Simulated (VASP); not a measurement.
## GaP in VASP 6.6.1, single-point calculation

INCAR

```
ENCUT = 520
NBANDS = 16
LREAL = .FALSE.
ISMEAR = -1
LWAVE = .FALSE.
NELM = 94
EDIFF = 1E-7
ISIF = 2
LCHARG = .FALSE.
SIGMA = 0.02
GGA = PE
LASPH = .TRUE.
IBRION = -1
NSW = 0
PREC = Accurate
```

KPOINTS

```
KPOINTS created by Atomic Simulation Environment
0
Gamma
3 3 3
0 0 0
```

POSCAR

```
Ga P
 1.0000000000000000
     0.0000000000000000    2.7253992946999999    2.7253992946999999
     2.6436373157999999    0.0000000000000000    2.7253992946999999
     2.6436373157999999    2.7253992946999999    0.0000000000000000
 Ga  P
   1   1
Cartesian
  0.0000000000000000  0.0000000000000000  0.0000000000000000
  1.3218186579000000  1.3626996473499999  1.3626996473499999
```

The recommended PBE PAW datasets give the neutral cell 18 valence electrons.

Command

```
mpirun -np 1 vasp_std
```

OSZICAR

```
N       E                     dE             d eps       ncg     rms          rms(c)
DAV:   1     0.840411280029E+02    0.84041E+02   -0.93459E+03   192   0.161E+03
DAV:   2    -0.246729288648E+01   -0.86508E+02   -0.81848E+02   216   0.310E+02
DAV:   3    -0.881748451477E+01   -0.63502E+01   -0.63263E+01   216   0.658E+01
DAV:   4    -0.892855202210E+01   -0.11107E+00   -0.11103E+00   272   0.958E+00
DAV:   5    -0.893034398570E+01   -0.17920E-02   -0.17919E-02   232   0.108E+00    0.451E+00
DAV:   6    -0.860333772782E+01    0.32701E+00   -0.49534E-01   320   0.118E+01    0.306E+00
DAV:   7    -0.856460787633E+01    0.38730E-01   -0.13950E-01   200   0.243E+00    0.127E+00
DAV:   8    -0.856680853180E+01   -0.22007E-02   -0.19056E-02   248   0.163E+00    0.272E-01
DAV:   9    -0.856761881909E+01   -0.81029E-03   -0.18845E-03   200   0.573E-01    0.788E-02
DAV:  10    -0.856774688776E+01   -0.12807E-03   -0.16692E-04   296   0.154E-01    0.416E-02
DAV:  11    -0.856786259529E+01   -0.11571E-03   -0.14722E-04   192   0.987E-02    0.679E-03
DAV:  12    -0.856786207895E+01    0.51634E-06   -0.37901E-06   256   0.222E-02    0.531E-03
DAV:  13    -0.856786251585E+01   -0.43690E-06   -0.13980E-06   208   0.107E-02    0.216E-03
DAV:  14    -0.856786257359E+01   -0.57743E-07   -0.67086E-08   208   0.185E-03
   1 F= -.85678626E+01 E0= -.85678626E+01  d E =-.367116E-12
```

From OUTCAR

```
k-points           NKPTS =      6   k-points in BZ     NKDIM =      6   number of bands    NBANDS=     16

   NELECT =      18.0000    total number of electrons

   dimension x,y,z NGX =    30 NGY =   28 NGZ =   28
   dimension x,y,z NGXF=    60 NGYF=   56 NGZF=   56

  energy-cutoff  :      520.00
  volume of cell :       39.27
      direct lattice vectors                 reciprocal lattice vectors
     0.000000000  2.725399295  2.725399295    -0.189133357  0.183459356  0.183459356
     2.643637316  0.000000000  2.725399295     0.189133357 -0.183459356  0.183459356
     2.643637316  2.725399295  0.000000000     0.189133357  0.183459356 -0.183459356

 k-points in reciprocal lattice and weights: KPOINTS created by Atomic Simulation Env
   0.00000000  0.00000000  0.00000000       0.037
   0.33333333 -0.00000000 -0.00000000       0.296
   0.33333333  0.33333333  0.00000000       0.148
  -0.33333333  0.33333333  0.00000000       0.296
   0.00000000  0.33333333  0.33333333       0.074
  -0.33333333  0.33333333  0.33333333       0.148

 E-fermi :   5.7125

 k-point     1 :       0.0000    0.0000    0.0000
  band No.  band energies     occupation
      1      -9.6390      2.00000
      2      -9.6390      2.00000
      3      -9.6288      2.00000
      4      -9.5333      2.00000
      5      -9.5279      2.00000
      6      -7.6528      2.00000
      7       5.0362      2.00000
      8       5.0362      2.00000
      9       5.2047      2.00000
     10       7.1438      0.00000
     11       8.8498      0.00000
     12       8.9204      0.00000
     13       8.9204      0.00000
     14      13.9925      0.00000
     15      14.5774      0.00000
     16      15.1198      0.00000

 k-point     2 :       0.3333   -0.0000   -0.0000
  band No.  band energies     occupation
      1      -9.7030      2.00000
      2      -9.6167      2.00000
      3      -9.6105      2.00000
      4      -9.5309      2.00000
      5      -9.5217      2.00000
      6      -6.2891      2.00000
      7      -0.2680      2.00000
      8       4.0217      2.00000
      9       4.2464      2.00000
     10       7.0234      0.00000
     11       9.7490      0.00000
     12       9.9433      0.00000
     13      12.8393      0.00000
     14      14.5815      0.00000
     15      14.7670      0.00000
     16      14.9955      0.00000

 k-point     3 :       0.3333    0.3333    0.0000
  band No.  band energies     occupation
      1      -9.7356      2.00000
      2      -9.5836      2.00000
      3      -9.5803      2.00000
      4      -9.5567      2.00000
      5      -9.5145      2.00000
      6      -5.8390      2.00000
      7      -0.1060      2.00000
      8       2.7903      2.00000
      9       2.8387      2.00000
     10       6.8381      0.00000
     11       7.9771      0.00000
     12      13.1107      0.00000
     13      13.6561      0.00000
     14      14.3083      0.00000
     15      16.5666      0.00000
     16      19.7180      0.00000

 ...

  Total        2.0755100      1.5457201      1.5457201     -0.0000000      0.0000000      0.0000000
  in kB       84.6726700     63.0593190     63.0593190     -0.0000000      0.0000000      0.0000000
  external PRESSURE =      70.2637693 kB  Pullay stress =       0.0000000 kB

 POSITION                                       TOTAL-FORCE (eV/Angst)
 -----------------------------------------------------------------------------------
      0.00000      0.00000      0.00000         0.000000      0.000000      0.000000
      1.32182      1.36270      1.36270         0.000000      0.000000     -0.000000
 -----------------------------------------------------------------------------------
    total drift:                                0.000005     -0.000001     -0.000001

  FREE ENERGIE OF THE ION-ELECTRON SYSTEM (eV)
  ---------------------------------------------------
  free  energy   TOTEN  =        -8.5678625736 eV

  energy  without entropy=       -8.5678625736  energy(sigma->0) =       -8.56786257
```

It converged. Results: gap between bands v and c on the k mesh 1.35 eV; least direct gap on the k mesh 1.94 eV; pressure 7.0 GPa. Band v is the last that the valence electrons fill when counted band by band, and c is the next.

These settings aren't sound, so the numbers aren't properties of the crystal.

On sound settings PBE gives a gap of 1.30 eV on its mesh and a pressure of 5.3 GPa for the intended cell.

The run took about 6.6 s on one core of a shared host (Intel Xeon Platinum 8488C) and held 0.15 GiB at most.
